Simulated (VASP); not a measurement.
Input:

```
CELL_PARAMETERS angstrom
      1.34643    -2.33208     0.00000
      1.34643     2.33208     0.00000
      0.00000     0.00000     4.37270
ATOMIC_POSITIONS crystal
  Be 0.66667 0.33333 0.50001
  Be 0.33333 0.66667 0.00001
  O  0.66667 0.33333 0.87799
  O  0.33333 0.66667 0.37799
```

The numbers are results of r2SCAN meta-GGA, VASP's PBE PAW potentials (set 64) (plane waves; VASP 6.6.1), not measurements. Run with 520 eV cut-off, 11×11×6 Γ-centred mesh, tetrahedra with Blöchl corrections, potentials Be O.

Predict the energy per atom (σ→0), band gap (over mesh and band path) with the smallest direct gap where there is one.

```
Quantity                                               Result
---------------------------------------------  --------------
band gap (over mesh and band path)                    8.54 eV
smallest direct gap (over mesh and band path)         8.54 eV
energy per atom (σ→0)                          -8.147 eV/atom
```

The compound is BeO in the wurtzite structure. It was relaxed first.
